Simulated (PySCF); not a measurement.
## Broadened absorption spectrum of C5H5N

C₅H₅N.
SMILES: `c1ccncc1`

Method: TDDFT CAM-B3LYP/aug-cc-pVTZ, vertical, gas phase, core orbitals frozen in the response (PySCF 2.14.0, density-fitted response routines). Geometry: PBE0-D3(BJ)/def2-TZVP; no solvent, vibrations or thermal averaging.

Computed states:

```csv
state,E (eV),f
S1,5.05,0.0044
S2,5.44,0.0000
S3,5.62,0.048
S4,6.42,0.019
S5,6.74,0.0000
S6,6.83,0.012
S7,7.25,0.042
S8,7.36,0.405
S9,7.37,0.472
S10,7.39,0.096
```

Broadening: Gaussians 0.4 eV wide at half height, area fixed by f = 4.319×10⁻⁹ ∫ε dν̃. The cross-section is σ = 3.8235×10⁻²¹ ε cm², given in Mb (10⁻¹⁸ cm²). The width is an assumption, not a result. The curve ends short of the highest state used, and states not computed would add to its high-energy end.

(1) Give the broadened spectrum and its maxima.

(2) On this curve, what absorbance would a 10⁻⁵ mol/L sample give at 248 nm over a 1 cm path?

(3) Coming from long wavelengths, where does ε first pass 100 L mol⁻¹ cm⁻¹?

Results:

(1) 
```tsv
λ (nm)	σ (Mb)
182.5	4.43
185.2	3.65
188.0	4.05
190.7	4.85
193.4	5.10
196.2	4.23
198.9	2.79
201.7	1.50
204.4	0.97
207.2	1.42
209.9	2.99
212.6	5.64
215.4	8.91
218.1	11.43
220.9	12.31
223.6	11.20
226.3	8.79
229.1	5.96
231.8	3.71
234.6	2.22
237.3	1.51
240.1	1.26
242.8	1.22
245.5	1.19
248.3	1.09
251.0	0.92
253.8	0.70
256.5	0.50
259.3	0.32
262.0	0.19
264.7	0.11
267.5	0.06
270.2	0.03
273.0	0.01
275.7	0.01
278.4	0.00
```

Maxima: 221 nm (5.62 eV), ε about 3200, made up of S3 (100%); 193 nm (6.43 eV), ε about 1300, made up of S4 (96%) (ε in L mol⁻¹ cm⁻¹; maxima over ε = 5, shares over 10%). At its high-energy end, 6.79 eV, the curve is still rising (ε about 1100, from S6).

(2) 248 nm is 4.999 eV, where ε is about 290 L mol⁻¹ cm⁻¹, so A = ε c l ≈ 0.0029 (Beer–Lambert, with the gas-phase spectrum and the assumed width).

(3) At about 258 nm (4.80 eV), 0.25 eV below S1.
